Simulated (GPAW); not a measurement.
# GaP (F-43m) in GPAW: notebook, part 2 of 2

GPAW 26.7.0. The steps go on from the part before.

### Step 5. Single point, PBE

Contents of run.py:

```python
from ase.io import read
from gpaw import PW
from gpaw.dft import DFT

atoms = read('GaP.xyz')

dft = DFT(atoms,
          mode=PW(600),
          xc='PBE',
          kpts={'size': (8, 8, 8), 'gamma': True},
          occupations={'name': 'fermi-dirac', 'width': 0.05},
          nbands=11,
          convergence={'density': 1e-05, 'energy': 1e-05},
          maxiter=150,
          txt='gpaw.txt')
print(f'Energy: {dft.calculate_energy():.6f} eV')
print('Forces (eV/A):')
print(dft.calculate_forces().round(4))
print('Stress (eV/A^3):', dft.calculate_stress().round(6))
dft.write_gpw_file('gs.gpw')
```

Contents of GaP.xyz:

```xyz
2
Lattice="0.0000000000 2.7252500000 2.7252500000 2.7252500000 0.0000000000 2.7252500000 2.7252500000 2.7252500000 0.0000000000" Properties=species:S:1:pos:R:3 pbc="T T T"
Ga     0.0000000000      0.0000000000      0.0000000000
P      4.0878750000      4.0878750000      4.0878750000
```

Potentials or basis: GPAW PAW data sets (gpaw-data 1.2.1), pw.

Run with:

```console
OMP_NUM_THREADS=1 python run.py
```

gpaw.txt:

```text
Diagonalizing LCAO Hamiltonian
Converting LCAO to pw mode

                    P

       Ga

Atoms  # Å, Bohr magnetons
|   | symbol |        x |        y |        z |    initial magnetic moments |
|---|--------|----------|----------|----------|-----------------------------|
| 0 |     Ga | 0.000000 | 0.000000 | 0.000000 | ( 0.0000,  0.0000,  0.0000) |
| 1 |      P | 4.087875 | 4.087875 | 4.087875 | ( 0.0000,  0.0000,  0.0000) |

Unit cell  # Å
| periodic |        x |        y |        z |  lengths |    angles |
|----------|----------|----------|----------|----------|-----------|
|      yes | 0.000000 | 2.725250 | 2.725250 | 3.854086 | 60.000000 |
|      yes | 2.725250 | 0.000000 | 2.725250 | 3.854086 | 60.000000 |
|      yes | 2.725250 | 2.725250 | 0.000000 | 3.854086 | 60.000000 |

Number of symmetries: 24
Symmetry operations  # r_c * U_cc + t_c -> r_c
|    | kind |            matrix            |
|----|------|------------------------------|
|  0 |  E   |  1, 0, 0,  0, 1, 0,  0, 0, 1 |
|  1 |  σ   |  1, 0, 0,  0, 0, 1,  0, 1, 0 |
|  2 |  σ   |  1, 0,-1,  0, 1,-1,  0, 0,-1 |
|  3 |  C3  |  1, 0,-1,  0, 0,-1,  0, 1,-1 |
|  4 |  C3  |  1,-1, 0,  0,-1, 1,  0,-1, 0 |
|  5 |  σ   |  1,-1, 0,  0,-1, 0,  0,-1, 1 |
|  6 |  σ   |  0, 1, 0,  1, 0, 0,  0, 0, 1 |
|  7 |  C3  |  0, 1, 0,  0, 0, 1,  1, 0, 0 |
|  8 |  C2  |  0, 1,-1,  1, 0,-1,  0, 0,-1 |
|  9 |  S4  |  0, 1,-1,  0, 0,-1,  1, 0,-1 |
| 10 |  C3  |  0, 0, 1,  1, 0, 0,  0, 1, 0 |
| 11 |  σ   |  0, 0, 1,  0, 1, 0,  1, 0, 0 |
| 12 |  S4  |  0, 0,-1,  1, 0,-1,  0, 1,-1 |
| 13 |  C3  |  0, 0,-1,  0, 1,-1,  1, 0,-1 |
| 14 |  S4  |  0,-1, 1,  1,-1, 0,  0,-1, 0 |
| 15 |  C2  |  0,-1, 1,  0,-1, 0,  1,-1, 0 |
| 16 |  C3  |  0,-1, 0,  1,-1, 0,  0,-1, 1 |
| 17 |  S4  |  0,-1, 0,  0,-1, 1,  1,-1, 0 |
| 18 |  S4  | -1, 1, 0, -1, 0, 1, -1, 0, 0 |
| 19 |  C3  | -1, 1, 0, -1, 0, 0, -1, 0, 1 |
| 20 |  C3  | -1, 0, 1, -1, 1, 0, -1, 0, 0 |
| 21 |  S4  | -1, 0, 1, -1, 0, 0, -1, 1, 0 |
| 22 |  σ   | -1, 0, 0, -1, 1, 0, -1, 0, 1 |
| 23 |  C2  | -1, 0, 0, -1, 0, 1, -1, 1, 0 |

BZ-sampling:
  Number of BZ points: 512
  Number of IBZ points: 29

  Monkhorst-Pack size: [8, 8, 8]
  Monkhorst-Pack shift: [0.0625, 0.0625, 0.0625]

K-points  # in reciprocal-cell coordinates
|     |                                coordinates |     weight |
|-----|--------------------------------------------|------------|
|   0 | (  0.00000000,   0.00000000,   0.00000000) | 0.00195312 |
|   1 | (  0.12500000,   0.12500000,   0.00000000) | 0.01171875 |
|   2 | (  0.12500000,   0.12500000,   0.12500000) | 0.01562500 |
|   3 | (  0.25000000,   0.12500000,   0.12500000) | 0.02343750 |
|   4 | (  0.25000000,   0.25000000,   0.00000000) | 0.01171875 |
|   5 | (  0.25000000,   0.25000000,   0.12500000) | 0.04687500 |
|   6 | (  0.25000000,   0.25000000,   0.25000000) | 0.01562500 |
|   7 | (  0.37500000,   0.25000000,  -0.37500000) | 0.04687500 |
|   8 | (  0.37500000,   0.25000000,   0.12500000) | 0.04687500 |
|   9 | (  0.37500000,   0.25000000,   0.25000000) | 0.04687500 |
| ... |                                            |            |
|  28 | (  0.50000000,   0.50000000,   0.50000000) | 0.00781250 |

Plane wave coefficients: 1365
Cutoff: 600.0 eV

Spin-components: 1 (collinear spins)
Bands:           11
Projectors:      10
Spin-degeneracy: 2
Datatype:        complex128

Density:
  Valence electrons: 8.0
  Components: 1
  Grid points: [24 24 24]
  Charge: 0.0  # |e|

Potential:
  Grid points: [24 24 24]

species:
  Ga:
    name:    Gallium
    Z:       31.0
    valence: 3
    core:    28
    charge:  0.0  # [|e|]
    compensation charges:
      type: gauss
      rc: 0.37  # [Å]
      lmax: 2
    cutoffs:
      filter: 2.06  # [Å]
      core: 4.17  # [Å]
    projectors
    | kind |    occ | energy [eV] | rcut [Å] |
    |------|--------|-------------|----------|
    |   4s |  2.000 |      -8.945 |    1.164 |
    |   4p |  1.000 |      -2.580 |    1.164 |
    |    s |        |      18.266 |    1.164 |
    |    p |        |      24.631 |    1.164 |
    |    d |        |       0.000 |    1.164 |

    Using partial waves for Ga as LCAO basis

  P:
    name:    Phosphorus
    Z:       15.0
    valence: 5
    core:    10
    charge:  0.0  # [|e|]
    compensation charges:
      type: gauss
      rc: 0.30  # [Å]
      lmax: 2
    cutoffs:
      filter: 1.69  # [Å]
      core: 1.81  # [Å]
    projectors
    | kind |    occ | energy [eV] | rcut [Å] |
    |------|--------|-------------|----------|
    |   3s |  2.000 |     -13.968 |    0.953 |
    |   3p |  3.000 |      -5.506 |    0.953 |
    |    s |        |      13.244 |    0.953 |
    |    p |        |      21.705 |    0.953 |
    |    d |        |       0.000 |    0.953 |

    Using partial waves for P as LCAO basis

Reference energy: -62187.585188  # eV

eigensolver:
  PPCG
  Converge bands: occupied
  niter=2

density mixing:
  MSR1-Mixer
  Pratt-step length: 0.05
  Maximum mixing coefficient: 0.75
  Old densities: 10
  SVD Regularization: 0.005
  Good broyden scale: 1.0
  Trust region scale: 1.0
  Backstep threshold: 4.0
  History deletion threshold: 6.0
  Fourier metric: weight=20.0, sigma=0.015

occupation numbers:
  Fermi-Dirac:
    width: 0.0500  # eV

poisson solver:
  ecut: 4800.0  # eV

xc functional:
  name: PBE with 2 nearest neighbor stencil

convergence criteria:
- Maximum integral of absolute [dens]ity change: 1e-05 electrons / valence electron
- Maximum [total energy] change in last 3 cyles: 1e-05 eV / valence electron
- Maximum integral of absolute [eigenst]ate change: 4e-08 eV^2 / valence electron
maximum number of iterations: 150

SCF iterations
|iter     | |      energy | eigst |  dens |
|---------|-|-------------|-------|-------|
|iter:   1| |   -9.218766 | -0.28 |       |
|iter:   2| |   -9.184672 | -2.34 | -0.84 |
|iter:   3| |   -9.036027 | -1.89 | -0.87 |
|iter:   4| |   -9.037229 | -3.46 | -1.52 |
|iter:   5| |   -9.037524 | -4.34 | -2.05 |
|iter:   6| |   -9.037562 | -5.62 | -2.79 |
|iter:   7| |   -9.037562c| -7.21 | -3.80 |
|iter:   8| |   -9.037562c| -7.58c| -4.36 |
|iter:   9| |   -9.037562c| -8.64c| -5.35c|
SCF steps: 9
Energy contributions relative to reference atoms: (reference = -62187.585188)

Energy contributions:
  Kinetic:          24.590039
  Coulomb:         -21.584473
  Zero:              0.014661
  External:          0.000000
  Xc:              -12.057789
  Entropy:          -0.000000
  Spinorbit:         0.000000
  ----------------------------
  Free energy:      -9.037562
  Extrapolated:     -9.037562

Forces  # eV/Ang
|        x |       y |       z |
|----------|---------|---------|
|  0.00000 | 0.00000 | 0.00000 |  # Ga   0
| -0.00000 | 0.00000 | 0.00000 |  # P    1

Stress tensor  # eV/Ang^3
|         x |         y |         z |
|-----------|-----------|-----------|
| -0.028378 |  0.000000 | -0.000000 |
|  0.000000 | -0.028378 |  0.000000 |
| -0.000000 |  0.000000 | -0.028378 |

Writing to gs.gpw (mode='')

  __  _  _
 | _ |_)|_||  |
 |__||  | ||/\| - 26.7.0

Input parameters:
  mode=PW(ecut=600.0),
  convergence={'density': 1e-05, 'energy': 1e-05},
  kpts=MonkhorstPack(size=(8, 8, 8), gamma=True),
  maxiter=150,
  nbands=11,
  occupations=Occupations(name='fermi-dirac', width=0.05),
  xc=XC(name='PBE')
# Writing to gs.gpw (mode='')
```

It took 11 s on 1 thread of Arm Neoverse V1, shared host; peak memory 0.15 GiB.

Results:

```
Free energy            : -9.0376 eV
Pressure               : 4.5 GPa
Band gap on the k mesh : 1.67 eV, indirect (least direct gap 1.89 eV)
```

### Step 6. Single point, RPBE

Contents of run.py:

```python
import spglib
from ase import Atoms
from ase.dft.bandgap import bandgap
from ase.io import read, write
from ase.units import GPa
from gpaw import GPAW, PW

atoms = read('GaP.cif')
cell, positions, numbers = spglib.find_primitive(
    (atoms.cell[:], atoms.get_scaled_positions(), atoms.numbers), symprec=1e-4)
atoms = Atoms(numbers, cell=cell, scaled_positions=positions, pbc=True)

calc = GPAW(mode=PW(450),
            xc='RPBE',
            kpts={'size': (7, 7, 7), 'gamma': True},
            occupations={'name': 'fermi-dirac', 'width': 0.05},
            nbands=11,
            convergence={'density': 1e-05, 'energy': 1e-05},
            maxiter=80,
            txt='gpaw.txt')
atoms.calc = calc
energy = atoms.get_potential_energy()
forces = atoms.get_forces()
stress = atoms.get_stress()
calc.write('gs.gpw')
write('result.traj', atoms)
print(f'Energy: {energy:.6f} eV')
print('Forces (eV/A):')
print(forces.round(4))
print('Stress (GPa):', (stress / GPa).round(3))
print('Fermi level:', round(calc.get_fermi_level(), 4), 'eV')
print(f'Gap: {bandgap(calc)[0]:.4f} eV, direct: {bandgap(calc, direct=True)[0]:.4f} eV')
```

Contents of GaP.cif:

```cif
data_GaP
_cell_length_a 5.45050000
_cell_length_b 5.45050000
_cell_length_c 5.45050000
_cell_angle_alpha 90.00000000
_cell_angle_beta 90.00000000
_cell_angle_gamma 90.00000000
_space_group_name_H-M_alt 'F-43m'
_space_group_name_Hall 'F -4 2 3'
_space_group_IT_number 216
loop_
_space_group_symop_operation_xyz
'x,y,z'
'y,-x,-z'
'-x,-y,z'
'-y,x,-z'
'x,-y,-z'
'y,x,z'
'-x,y,-z'
'-y,-x,z'
'z,x,y'
'-z,y,-x'
'z,-x,-y'
'-z,-y,x'
'-z,x,-y'
'z,y,x'
'-z,-x,y'
'z,-y,-x'
'y,z,x'
'-x,-z,y'
'-y,z,-x'
'x,-z,-y'
'-y,-z,x'
'x,z,y'
'y,-z,-x'
'-x,z,-y'
'x,y+1/2,z+1/2'
'y,-x+1/2,-z+1/2'
'-x,-y+1/2,z+1/2'
'-y,x+1/2,-z+1/2'
'x,-y+1/2,-z+1/2'
'y,x+1/2,z+1/2'
'-x,y+1/2,-z+1/2'
'-y,-x+1/2,z+1/2'
'z,x+1/2,y+1/2'
'-z,y+1/2,-x+1/2'
'z,-x+1/2,-y+1/2'
'-z,-y+1/2,x+1/2'
'-z,x+1/2,-y+1/2'
'z,y+1/2,x+1/2'
'-z,-x+1/2,y+1/2'
'z,-y+1/2,-x+1/2'
'y,z+1/2,x+1/2'
'-x,-z+1/2,y+1/2'
'-y,z+1/2,-x+1/2'
'x,-z+1/2,-y+1/2'
'-y,-z+1/2,x+1/2'
'x,z+1/2,y+1/2'
'y,-z+1/2,-x+1/2'
'-x,z+1/2,-y+1/2'
'x+1/2,y,z+1/2'
'y+1/2,-x,-z+1/2'
'-x+1/2,-y,z+1/2'
'-y+1/2,x,-z+1/2'
'x+1/2,-y,-z+1/2'
'y+1/2,x,z+1/2'
'-x+1/2,y,-z+1/2'
'-y+1/2,-x,z+1/2'
'z+1/2,x,y+1/2'
'-z+1/2,y,-x+1/2'
'z+1/2,-x,-y+1/2'
'-z+1/2,-y,x+1/2'
'-z+1/2,x,-y+1/2'
'z+1/2,y,x+1/2'
'-z+1/2,-x,y+1/2'
'z+1/2,-y,-x+1/2'
'y+1/2,z,x+1/2'
'-x+1/2,-z,y+1/2'
'-y+1/2,z,-x+1/2'
'x+1/2,-z,-y+1/2'
'-y+1/2,-z,x+1/2'
'x+1/2,z,y+1/2'
'y+1/2,-z,-x+1/2'
'-x+1/2,z,-y+1/2'
'x+1/2,y+1/2,z'
'y+1/2,-x+1/2,-z'
'-x+1/2,-y+1/2,z'
'-y+1/2,x+1/2,-z'
'x+1/2,-y+1/2,-z'
'y+1/2,x+1/2,z'
'-x+1/2,y+1/2,-z'
'-y+1/2,-x+1/2,z'
'z+1/2,x+1/2,y'
'-z+1/2,y+1/2,-x'
'z+1/2,-x+1/2,-y'
'-z+1/2,-y+1/2,x'
'-z+1/2,x+1/2,-y'
'z+1/2,y+1/2,x'
'-z+1/2,-x+1/2,y'
'z+1/2,-y+1/2,-x'
'y+1/2,z+1/2,x'
'-x+1/2,-z+1/2,y'
'-y+1/2,z+1/2,-x'
'x+1/2,-z+1/2,-y'
'-y+1/2,-z+1/2,x'
'x+1/2,z+1/2,y'
'y+1/2,-z+1/2,-x'
'-x+1/2,z+1/2,-y'
loop_
_atom_site_label
_atom_site_type_symbol
_atom_site_symmetry_multiplicity
_atom_site_Wyckoff_symbol
_atom_site_fract_x
_atom_site_fract_y
_atom_site_fract_z
_atom_site_occupancy
Ga1 Ga 4 a 0.0000000000 0.0000000000 0.0000000000 1
P1 P 4 c 0.2500000000 0.2500000000 0.2500000000 1
```

Potentials or basis: the program's PAW data sets (release 1.2.1) made for this functional, pw.

Run with:

```console
OMP_NUM_THREADS=1 python run.py
```

It took 4.7 s on 1 thread of Arm Neoverse V1, shared host; peak memory 0.13 GiB.

It converged, with:

* Free energy: -8.3406 eV
* Pressure: 6.7 GPa
* Band gap on the k mesh: 1.71 eV, indirect (least direct gap 2.02 eV)

Levels at points of the mesh, in eV from the valence-band top:
| k point | band 1 | band 2 | band 3 | band 4 | band 5 | band 6 | band 7 |
| --- | --- | --- | --- | --- | --- | --- | --- |
| (0.00, 0.00, 0.00) | -12.44 | 0.00 | 0.00 | 0.00 | 2.02 | 3.97 | 3.97 |

Caveat: the cutoff is short for stress and forces, so pressures can be off by a GPa or more; an odd mesh through Γ misses points on the zone boundary, where band edges often lie.

### Step 7. For comparison

An earlier run on the cell as given: functional PBE; potentials or basis GPAW PAW data sets (gpaw-data 1.2.1); cutoff 600 eV; basis pw; k mesh 8 × 8 × 8; occupations fermi-dirac, width 0.05 eV; no spin polarisation.

- Pressure: 4.5 GPa
- Band gap on the k mesh: 1.67 eV, indirect (least direct gap 1.89 eV)

### Step 8. Summary

| level | potentials or basis | k mesh | cutoff (eV) | smearing | maxiter | gap on the mesh (eV) | pressure (GPa) |
| --- | --- | --- | --- | --- | --- | --- | --- |
| PBE | GPAW PAW data sets (gpaw-data 1.2.1), pw | 7 × 7 × 7 | 500 | fermi-dirac 0.01 eV | 150 | 1.61 | 4.6 |
| LDA | the program's PAW data sets (release 1.2.1) made for this functional, pw | 7 × 7 × 7 | 450 | fermi-dirac 0.01 eV | 150 | 1.46 | -0.7 |
| PBE | GPAW PAW data sets (gpaw-data 1.2.1), pw | 8 × 8 × 8 | 600 | fermi-dirac 0.05 eV | 150 | 1.67 | 4.5 |
| RPBE | the program's PAW data sets (release 1.2.1) made for this functional, pw | 7 × 7 × 7 | 450 | fermi-dirac 0.05 eV | 80 | 1.71 | 6.7 |

Alike in all rows: task single point; no spin polarisation; cell as given.

Caveats: the cutoff is short for stress and forces, so pressures can be off by a GPa or more (some runs); an odd mesh through Γ misses points on the zone boundary, where band edges often lie (some runs).

Absolute energies hang on the potentials; compare differences alone.

### Step 9. How close it comes

Step 2. The gap isn't set beside the deposited one, since this odd mesh misses points on the zone boundary.

Step 3. The gap isn't set beside the deposited one, since this odd mesh misses points on the zone boundary.

Step 4. The gap isn't set beside the deposited one, since this odd mesh misses points on the zone boundary.

Step 5. A measured gap of GaP is 2.34 eV (indirect; 10 K; quoted in “Stacking defects in GaP nanowires: Electronic structure and optical properties”, 2018, arxiv:1810.01194); the calculated 1.67 eV misses it by -0.67 eV. Spin-orbit coupling on Ga is left out. The value is that of PBE on a finite k mesh, which can miss the band edges, without temperature or zero-point motion. Semilocal functionals fall short of measured gaps as a rule.

Step 6. The gap isn't set beside the deposited one, since this odd mesh misses points on the zone boundary.
